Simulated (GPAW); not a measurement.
Fe2Ge:

```xyz
3
Lattice="4.1636 0.0000 0.0000 -2.0818 3.6058 0.0000 0.0000 0.0000 2.6265" Properties=species:S:1:pos:R:3 pbc="T T T"
Ge    0.0000    0.0000    0.0000
Fe    0.0000    2.4039    1.3132
Fe    2.0818    1.2019    1.3132
```

The cell comes from a database or a generator and needn't be the stable form of this composition.

Base run:

```yaml
Program: GPAW 26.7.0
Functional: PBEsol
Potentials_or_basis: PAW data sets generated in the run's folder for this functional
Cutoff: 600 eV
Basis: pw
k_mesh: 6 × 6 × 8
Occupations: fermi-dirac, width 0.05 eV
Spin: collinear spin, ferromagnetic start
Starting_moments: "[0.0, 3.0, 3.0] μB"
```

Its results: pressure -5.8 GPa; net moment 4.98 μB per cell; site moments Ge +0.03; Fe +2.39 μB.

Q: The run is repeated on the same cell with these changes: functional from PBEsol to LDA; potentials or basis from PAW data sets generated in the run's folder for this functional to the program's PAW data sets (release 1.2.1) made for this functional. What comes out?

A: Pressure -13.2 GPa; net moment 4.80 μB per cell; site moments Ge +0.02; Fe +2.29 μB.
